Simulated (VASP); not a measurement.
# BN (P6_3/mmc) in VASP: a series of runs

One crystal, BN, is run at these levels: r2SCAN; tasks: relaxation of cell and atoms.

Everything below comes from runs of VASP 6.6.1. Logs are shortened: lines on timing, memory, paths and dates and some standing lists are left out, and cuts for length are marked.

**1. Starting point**

It takes space group P6_3/mmc (No. 194, hexagonal). Conventional cell: a = 2.498 Å, b = 2.498 Å, c = 6.636 Å, α = 90.00°, β = 90.00°, γ = 120.00°. B (site symmetry -6m2) is surrounded by 3 N at 1.44 Å. N (site symmetry -6m2) has 3 B at 1.44 Å as nearest neighbours.

**2. Relaxation of cell and atoms, r2SCAN**

Contents of INCAR:

```
PREC     = Accurate       # precision mode
ENCUT    = 600            # plane-wave cutoff, eV
EDIFF    = 1E-6           # SCF threshold, eV
ISMEAR   = 0              # smearing method
SIGMA    = 0.03           # smearing width, eV
LREAL    = F              # projectors in reciprocal space
LASPH    = T              # aspherical terms in the spheres
NELM     = 80             # most SCF steps
ALGO     = Normal         # electronic algorithm
ISIF     = 3              # what is computed and relaxed
LWAVE    = F              # write WAVECAR
LCHARG   = F              # write CHGCAR
METAGGA  = R2SCAN         # meta-GGA
LMIXTAU  = T            
IBRION   = 2              # ionic algorithm
NSW      = 90             # ionic steps
EDIFFG   = -0.01          # ionic threshold
KPAR     = 2
```

Contents of KPOINTS:

```
Automatic mesh
0
Gamma
  12 12 4
```

Contents of POSCAR:

```
BN
1.0
    2.4982400000      0.0000000000      0.0000000000
   -1.2491200000      2.1635393048      0.0000000000
    0.0000000000      0.0000000000      6.6357000000
B N
2 2
Direct
    0.3333333333      0.6666666667      0.2500000000
    0.6666666667      0.3333333333      0.7500000000
    0.3333333333      0.6666666667      0.7500000000
    0.6666666667      0.3333333333      0.2500000000
```

Potentials or basis: VASP PAW PBE potentials, release 64 (B, N).

Launch:

```
$ cat potpaw_PBE.64/B/POTCAR potpaw_PBE.64/N/POTCAR > POTCAR
$ mpirun -np 2 vasp_std > vasp.out
```

OUTCAR:

```text
PREC = Accurate
   ENCUT = 600
   EDIFF = 1E-6
   ISMEAR = 0
   LREAL = F
   LASPH = T
   NELM = 80
   ISIF = 3
   METAGGA = R2SCAN
   IBRION = 2
   NSW = 90
   EDIFFG = -0.01

 ion  position               nearest neighbor table
   1  0.333  0.667  0.250-   4 1.44   4 1.44   4 1.44
   2  0.667  0.333  0.750-   3 1.44   3 1.44   3 1.44
   3  0.333  0.667  0.750-   2 1.44   2 1.44   2 1.44
   4  0.667  0.333  0.250-   1 1.44   1 1.44   1 1.44

  LATTYP: Found a hexagonal cell.
 ALAT       =     2.4982400000
 C/A-ratio  =     2.6561499296

  Lattice vectors:

 A1 = (   2.4982400000,   0.0000000000,   0.0000000000)
 A2 = (  -1.2491200000,   2.1635393048,   0.0000000000)
 A3 = (   0.0000000000,   0.0000000000,   6.6357000000)

Analysis of symmetry for initial positions (statically):
=====================================================================
 Subroutine PRICEL returns:
 Original cell was already a primitive cell.

 Routine SETGRP: Setting up the symmetry group for a
 hexagonal supercell.

 Subroutine GETGRP returns: Found 24 space group operations
 (whereof 12 operations were pure point group operations)
 out of a pool of 24 trial point group operations.

The static configuration has the point symmetry D_3d.
 The point group associated with its full space group is D_6h.

Analysis of symmetry for dynamics (positions and initial velocities):
=====================================================================
 Subroutine PRICEL returns:
 Original cell was already a primitive cell.

 Routine SETGRP: Setting up the symmetry group for a
 hexagonal supercell.

 Subroutine GETGRP returns: Found 24 space group operations
 (whereof 12 operations were pure point group operations)
 out of a pool of 24 trial point group operations.

The dynamic configuration has the point symmetry D_3d.
 The point group associated with its full space group is D_6h.

 Subroutine INISYM returns: Found 24 space group operations
 (whereof 12 operations are pure point group operations),
 and found     1 'primitive' translations

----------------------------------------------------------------------------------------

                                     Primitive cell

  volume of cell :      35.8662

  direct lattice vectors                    reciprocal lattice vectors
     2.498240000  0.000000000  0.000000000     0.400281798  0.231102804  0.000000000
    -1.249120000  2.163539305  0.000000000     0.000000000  0.462205608  0.000000000
     0.000000000  0.000000000  6.635700000     0.000000000  0.000000000  0.150700002

  length of vectors
     2.498240000  2.498240000  6.635700000     0.462205608  0.462205608  0.150700002

  position of ions in fractional coordinates (direct lattice)
     0.333333333  0.666666667  0.250000000
     0.666666667  0.333333333  0.750000000
     0.333333333  0.666666667  0.750000000
     0.666666667  0.333333333  0.250000000

  ion indices of the primitive-cell ions
   primitive index   ion index
                 1           1
                 2           2
                 3           3
                 4           4

----------------------------------------------------------------------------------------

 KPOINTS: Automatic mesh

Automatic generation of k-mesh.
 Grid dimensions read from file:
 generate k-points for:   12   12    4

 Generating k-lattice:

  Cartesian coordinates                     Fractional coordinates (reciprocal lattice)
     0.033356817  0.019258567  0.000000000     0.083333333 -0.000000000  0.000000000
     0.000000000  0.038517134  0.000000000     0.000000000  0.083333333  0.000000000
     0.000000000  0.000000000  0.037675000     0.000000000  0.000000000  0.250000000

  Length of vectors
     0.038517134  0.038517134  0.037675000

  Shift w.r.t. Gamma in fractional coordinates (k-lattice)
     0.000000000  0.000000000  0.000000000

 Subroutine IBZKPT returns following result:
 ===========================================

 Found     57 irreducible k-points:

 Following reciprocal coordinates:
            Coordinates               Weight
  0.000000  0.000000  0.000000      1.000000
  0.083333 -0.000000  0.000000      6.000000
  0.166667  0.000000  0.000000      6.000000
  0.250000  0.000000  0.000000      6.000000
  0.333333  0.000000  0.000000      6.000000
  0.416667  0.000000  0.000000      6.000000
[... 16 lines left out ...]
  0.250000  0.000000  0.250000     12.000000
  0.333333  0.000000  0.250000     12.000000
 [... further k-points ...]
   k-points           NKPTS =     57   k-points in BZ     NKDIM =     57   number of bands    NBANDS=     12
   number of dos      NEDOS =    301   number of ions     NIONS =      4
   total plane-waves  NPLWV =  21600
   dimension x,y,z NGX =    20 NGY =   20 NGZ =   54
   dimension x,y,z NGXF=    40 NGYF=   40 NGZF=  108
   ions per type =               2   2
   NGX,Y,Z   is equivalent  to a cutoff of  13.31, 13.31, 13.53 a.u.
   NGXF,Y,Z  is equivalent  to a cutoff of  26.62, 26.62, 27.06 a.u.
 SYSTEM =  unknown system
   PREC   = accura    normal or accurate (medium, high low for compatibility)
   ISTART =      0    job   : 0-new  1-cont  2-samecut
   ICHARG =      2    charge: 1-file 2-atom 10-const
   ISPIN  =      1    spin polarized calculation?
   LNONCOLLINEAR =      F non collinear calculations
   LSORBIT =      F    spin-orbit coupling
   LASPH  =      T    aspherical Exc in radial PAW
   ENCUT  =  600.0 eV  44.10 Ry    6.64 a.u.   4.99  4.99 13.25*2*pi/ulx,y,z
   NELM   =     80;   NELMIN=  2; NELMDL= -5     # of ELM steps
   EDIFF  = 0.1E-05   stopping-criterion for ELM
   LREAL  =      F    real-space projection
   EDIFFG = -.1E-01   stopping-criterion for IOM
   NSW    =     90    number of steps for IOM
   IBRION =      2    ionic relax: 0-MD 1-quasi-New 2-CG
   NFREE  =      1    steps in history (QN), initial steepest desc. (CG)
   ISIF   =      3    stress and relaxation
   ISYM   =      2    0-nonsym 1-usesym 2-fastsym
   POTIM  = 0.5000    time-step for ionic-motion
   TEBEG  =    0.0;   TEEND  =   0.0 temperature during run
   PSTRESS=    0.0 pullay stress
   NELECT =      16.0000    total number of electrons
   NUPDOWN=      -1.0000    fix difference up-down
   EMIN   =  10.00;   EMAX   =-10.00  energy-range for DOS
   EFERMI =   0.00;   METHOD = LEGACY
   ISMEAR =     0;   SIGMA  =   0.03  broadening in eV -4-tet -1-fermi 0-gaus
   EFERMI_NEDOS =   21; number of points for ismear=-14 and -15
   IALGO  =     38    algorithm
   IMIX   =      4    mixing-type and parameters
     AMIX     =   0.40;   BMIX     =  1.00
     AMIX_MAG =   1.60;   BMIX_MAG =  1.00
  volume/ion in A,a.u.               =       8.97        60.51
  Fermi-wavevector in a.u.,A,eV,Ry     =   1.250891  2.363842 21.289433  1.564729
  Thomas-Fermi vector in A             =   2.384864
   LORBIT       =      0    0 simple, 1 ext, 2 COOP (PROOUT), +10 PAW based schemes
   METAGGA = R2SCAN    functional components
   LHFCALC =     F    Hartree Fock is set to
   AEXX    =    0.0000 exact exchange contribution
   IVDW    =     0    specifies the selected vdW correction
   LEPSILON=     F    determine dielectric tensor
   LRPA    =     F    only Hartree local field effects (RPA)
 conjugate gradient relaxation of ions
 non-spin polarized calculation
 Gauss-broadening in eV      SIGMA  =   0.03
  energy-cutoff  :      600.00
  volume of cell :       35.87
 maximum number of plane-waves:      1224
 NGX is ok and might be reduce to    20
   NGX =  9   NGY =  9   NGZ = 27

--------------------------------------- Ionic step        1  -------------------------------------------

 number of electron      15.9999998 magnetization

 Free energy of the ion-electron system (eV)
  ---------------------------------------------------
  ext. energy  EPLUGINS =         0.00000000
  ---------------------------------------------------
  free energy    TOTEN  =       -38.59534465 eV

  energy without entropy =      -38.59534465  energy(sigma->0) =      -38.59534465

------------------------ aborting loop because EDIFF is reached ----------------------------------------

  FORCE on cell =-STRESS in cart. coord.  units (eV):
  Direction    XX          YY          ZZ          XY          YZ          ZX
  --------------------------------------------------------------------------------------
  -------------------------------------------------------------------------------------
  Total        0.4338677      0.4338677      0.1876071      0.0000000      0.0000000     -0.0000000
  in kB       19.3812678     19.3812678      8.3805832      0.0000000      0.0000000     -0.0000000
  external PRESSURE =      15.7143729 kB  Pullay stress =       0.0000000 kB
[... 251 lines left out ...]
  energy  without entropy=      -38.5982688422  energy(sigma->0) =      -38.59826884

--------------------------------------- Ionic step        8  -------------------------------------------

 number of electron      16.0000000 magnetization

 Free energy of the ion-electron system (eV)
  ---------------------------------------------------
  ext. energy  EPLUGINS =         0.00000000
  ---------------------------------------------------
  free energy    TOTEN  =       -38.59878619 eV

  energy without entropy =      -38.59878619  energy(sigma->0) =      -38.59878619

 E-fermi :   1.9354     XC(G=0): -10.5365

 val. band max:        1.7786102668   @ k =   0.3333   0.3333   0.5000
 cond. band min:       6.6964130016   @ k =   0.5000   0.0000   0.0000
 fundamental gap:      4.9178027348
 Fermi energy:         1.9354289049

 k-point     1 :       0.0000    0.0000    0.0000
  band No.  band energies     occupation
      1     -16.9995      2.00000
      2     -16.7706      2.00000
      3      -4.4794      2.00000
      4      -2.5939      2.00000
      5       0.4273      2.00000
      6       0.4273      2.00000
      7       0.4558      2.00000
      8       0.4558      2.00000
      9       7.2023      0.00000
     10      12.4397      0.00000
     11      14.1063      0.00000
     12      14.1063      0.00000
[... 331 lines left out ...]
 k-point    24 :       0.3333    0.0000    0.2500
  band No.  band energies     occupation
      1     -14.9240      2.00000
      2     -14.8086      2.00000
      3      -5.3973      2.00000
      4      -5.3534      2.00000
      5      -1.9219      2.00000
      6      -1.8879      2.00000
      7      -1.3755      2.00000
      8      -0.3062      2.00000
      9       9.3338      0.00000
     10       9.8330      0.00000
     11      11.2409      0.00000
     12      12.7442      0.00000

 [... further k-points ...]
[... 5 lines left out ...]
  --------------------------------------------------------------------------------------
  -------------------------------------------------------------------------------------
  Total        0.0295956      0.0295956     -0.0037997      0.0000000      0.0000000      0.0000000
  in kB        1.2773398      1.2773398     -0.1639956      0.0000000      0.0000000      0.0000000
  external PRESSURE =       0.7968947 kB  Pullay stress =       0.0000000 kB
[... 19 lines left out ...]
  FREE ENERGIE OF THE ION-ELECTRON SYSTEM (eV)
  ---------------------------------------------------
  free  energy   TOTEN  =       -38.5987861903 eV

  energy  without entropy=      -38.5987861903  energy(sigma->0) =      -38.59878619

 reached required accuracy - stopping structural energy minimisation
```

Wall time 3 min (2 MPI ranks of Intel Xeon 6975P-C (Granite Rapids), shared host); peak memory 0.16 GiB.

What came out:

| Property | Result |
| --- | --- |
| Free energy | -38.5988 eV |
| Relaxed volume | 9.28 Å³/atom |
| Relaxed cell | a = 2.502 Å, b = 2.502 Å, c = 6.846 Å, α = 90.00°, β = 90.00°, γ = 120.00° |
| Space group after relaxing (to 0.05 Å) | P6_3/mmc (No. 194) |
| Energy gained by relaxing | 0.9 meV/atom |
| Ionic steps | 8 |
| Pressure after relaxing | 0.1 GPa |
| Band gap on the k mesh | 4.92 eV, indirect (least direct gap 5.37 eV) |

The path:
| step | energy change (eV) | largest force (eV/Å) | pressure (GPa) | volume (Å³) |
| --- | --- | --- | --- | --- |
| 1 | 0.0000 | 0.0000 | 1.57 | 35.87 |
| 2 | 0.0019 | 0.0000 | -2.28 | 36.32 |
| 3 | -0.0009 | 0.0000 | 0.16 | 36.03 |
| 4 | -0.0012 | 0.0000 | 0.15 | 36.10 |
| 5 | -0.0021 | 0.0000 | 0.13 | 36.32 |
| 6 | -0.0032 | 0.0000 | 0.10 | 36.76 |
| 7 | -0.0029 | 0.0000 | 0.07 | 37.63 |
| 8 | -0.0034 | 0.0000 | 0.08 | 37.12 |

Final structure:
```yaml
crystal:
  lattice:
    - [2.50225, 0.00000, 0.00000]
    - [-1.25112, 2.16701, 0.00000]
    - [0.00000, 0.00000, 6.84603]
  atoms:
    - { symbol: B, position: [0.33333, 0.66667, 0.25000] }
    - { symbol: B, position: [0.66667, 0.33333, 0.75000] }
    - { symbol: N, position: [0.33333, 0.66667, 0.75000] }
    - { symbol: N, position: [0.66667, 0.33333, 0.25000] }
```

Caveat: the PAW data sets were made with another functional, which shifts forces and pressure a little. r2SCAN opens gaps a little over a GGA but as a rule still falls short of measured ones.

(Continued in part 2 of 2.)
